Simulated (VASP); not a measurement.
Write the native input for VASP 6.6.1 that does the following.

```yaml
Task: single point
Functional: PBE
Potentials_or_basis: VASP PAW PBE potentials, release 64 (Ga_d, N)
Cutoff: 520 eV
k_mesh: 10 × 10 × 5
Occupations: gaussian, width 0.011 eV
Spin: no spin polarisation
Further_INCAR_settings: ALGO = Normal; EDIFF = 1e-06
```

The structure of GaN lies in POSCAR:

```
GaN
1.0
    3.1800000000      0.0000000000      0.0000000000
   -1.5900000000      2.7539607840      0.0000000000
    0.0000000000      0.0000000000      5.1660000000
Ga N
2 2
Direct
    0.6666666667      0.3333333333      0.5000000000
    0.3333333333      0.6666666667      0.0000000000
    0.6666666667      0.3333333333      0.8750000000
    0.3333333333      0.6666666667      0.3750000000
```

One way to write it, as run:

INCAR

```
SYSTEM = GaN
ALGO = Normal
EDIFF = 1E-6
ENCUT = 520
GGA = PE
ISIF = 2
ISMEAR = 0
LASPH = .True.
LCHARG = .True.
LELF = .True.
LREAL = .False.
LVHAR = .True.
LWAVE = .False.
NELM = 80
PREC = Accurate
SIGMA = 0.011
```

KPOINTS

```
k-points
0
Gamma
  10 10 5
  0 0 0
```

Potentials or basis: VASP PAW PBE potentials, release 64 (Ga_d, N).

Command:

```bash
$ cat potpaw_PBE.64/Ga_d/POTCAR potpaw_PBE.64/N/POTCAR > POTCAR
$ mpirun -np 1 vasp_std > vasp.out
```

Results of the run:

```yaml
Pressure: 7.3 GPa
Largest_force: 0.135 eV/Å
Band_gap_on_the_k_mesh: 1.97 eV, direct
```

It took 18 s on 1 thread of AMD EPYC 9R45 (Zen 5) (shared host), peak memory 0.14 GiB.
